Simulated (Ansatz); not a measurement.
# BaTiO3: the cost of one run

Program: Ansatz 0.2.0. Level of theory: DFT PBEsol, scalar-relativistic. These are calculated values, not measurements.

**1. The system as given**

The structure is tetragonal, space group P4mm (No. 99). Conventional cell: a = 4.000 Å, b = 4.000 Å, c = 4.018 Å, α = 90.00°, β = 90.00°, γ = 90.00°. Ba (site symmetry 4mm) is surrounded by 12 O at 2.79 to 2.88 Å. Around Ti (site symmetry 4mm) lie 6 O at 1.87 to 2.15 Å. Around O (site symmetry 4mm) lie 2 Ti at 1.87 to 2.15 Å. O (site symmetry 2mm) is surrounded by 2 Ti at 2.00 Å and 4 Ba at 2.79 to 2.88 Å.

Coordinates:

```cif
data_structure
_symmetry_space_group_name_H-M 'P4mm'
_symmetry_Int_Tables_number 99
_cell_length_a 3.9998
_cell_length_b 3.9998
_cell_length_c 4.0180
_cell_angle_alpha 90.000
_cell_angle_beta 90.000
_cell_angle_gamma 90.000
_cell_volume 64.28
loop_
_atom_site_label
_atom_site_type_symbol
_atom_site_symmetry_multiplicity
_atom_site_Wyckoff_symbol
_atom_site_fract_x
_atom_site_fract_y
_atom_site_fract_z
_atom_site_occupancy
Ba1 Ba 1 a 0.00000 0.00000 0.00000 1
Ti1 Ti 1 b 0.50000 0.50000 0.48200 1
O1 O 1 b 0.50000 0.50000 0.01600 1
O2 O 2 c 0.50000 0.00000 0.51500 1
```

The file gives the conventional cell by its symmetry; the runs use the cell typed in the input.

Atoms are numbered in the order of the input: Ba1, Ti2, O3, O4, O5.

**2. Volume × 0.96, LAPW**

input.yaml

```yaml
crystal:
  lattice:
    - [3.945742022, 0.0, 0.0]
    - [0.0, 3.945742022, 0.0]
    - [0.0, 0.0, 3.9636960459]
  atoms:
    - { symbol: Ba, position: [0.0, 0.0, 0.0] }
    - { symbol: Ti, position: [0.5, 0.5, 0.482] }
    - { symbol: O, position: [0.5, 0.5, 0.016] }
    - { symbol: O, position: [0.5, 0.0, 0.515] }
    - { symbol: O, position: [0.0, 0.5, 0.515] }
kpoints:
  mp_grid: { grid: [7, 7, 7] }
  band_path:
    path:
      - [0.0, 0.0, 0.0]
      - [0.0, 0.5, 0.0]
      - [0.5, 0.5, 0.0]
      - [0.0, 0.0, 0.0]
      - [0.0, 0.0, 0.5]
      - [0.0, 0.5, 0.5]
      - [0.5, 0.5, 0.5]
      - [0.0, 0.0, 0.5]
      - [0.0, 0.5, 0.0]
    npoints: 5
scf:
  occupations: { method: fermi_dirac, width: 0.08 }
hamiltonian:
  xc: pbesol
  pseudopotentials: { kind: all_electron, lapw: { basis_error: 0.001 } }
output:
  forces: true
  stress: true
  eigenvalues: true
```

Command:

```
ansatz run input.yaml --threads 2 --pin off --max-ram 8192MiB --backend cpu --events-out ev --progress --plain --runs-dir out
```

Q: Estimate wall time and peak memory on 2 threads of Intel Xeon 6975P-C (Granite Rapids), shared host.

About 34 s, with a peak of 0.63 GiB.
